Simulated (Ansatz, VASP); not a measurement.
Two plane-wave programs on Zn

The input INCAR:

```
SYSTEM = Zn
PREC = Accurate
ENCUT = 520
EDIFF = 1E-6
ISMEAR = 1
SIGMA = 0.2
LREAL = .FALSE.
LASPH = .TRUE.
NELM = 60
ALGO = Normal
ISIF = 2
LWAVE = .FALSE.
LCHARG = .FALSE.
GGA = CA
NBANDS = 19
```

KPOINTS

```
Automatic mesh
0
G
  14 14 7
  0 0 0
```

POSCAR

```
Zn
1.0
    2.5709734941      0.0000000000      0.0000000000
   -1.2854867470      2.2265283583      0.0000000000
    0.0000000000      0.0000000000      4.7361908757
Zn
2
Direct
    0.3333333333      0.6666666667      0.2500000000
    0.6666666667      0.3333333333      0.7500000000
```

Input for Ansatz:

```yaml
crystal:
  lattice:
    - [2.5709734941, 0.0, 0.0]
    - [-1.285486747, 2.2265283583, 0.0]
    - [0.0, 0.0, 4.7361908757]
  atoms:
    - { symbol: Zn, position: [0.3333333333, 0.6666666667, 0.25] }
    - { symbol: Zn, position: [0.6666666667, 0.3333333333, 0.75] }
hamiltonian:
  xc: lda
  pseudopotentials:
    kind: paw
    azcp:
      Zn: "pseudopotentials/Zn.paw.azcp"
basis:
  ecutwfc: 420
  fft_grid_basis: typed
kpoints:
  mp_grid: { grid: [14, 14, 7], shift: [0, 0, 0] }
magnetization:
  spin_polarized: false
scf:
  occupations: { method: cold, width: 0.2 }
  lower_state_search: "off"
output:
  stress: true
  write_density: true
  write_potential: true
  elf: true
  volumetric_format: npy
```

Alike in both runs: task single point; functional LDA; k mesh 14 × 14 × 7; no spin polarisation.

```csv
,VASP,Ansatz
version,VASP 6.6.1,Ansatz 0.2.0
potentials or method,"VASP PAW LDA potentials, release 64 (Zn)","plane waves (420 eV) with PAW, scalar-relativistic"
plane-wave cutoff (eV),520,420
occupations,"methfessel-paxton of order 1, width 0.2 eV","cold, width 0.2 eV"
valence electrons in the cell,24,24
```

```tsv
	VASP	Ansatz	Ansatz less VASP
pressure (GPa)	0.7	0.0	-0.69
largest component of the traceless stress (GPa)	1.90	1.62	-0.275
```

Ansatz warned: «pseudo_functional_mismatch».
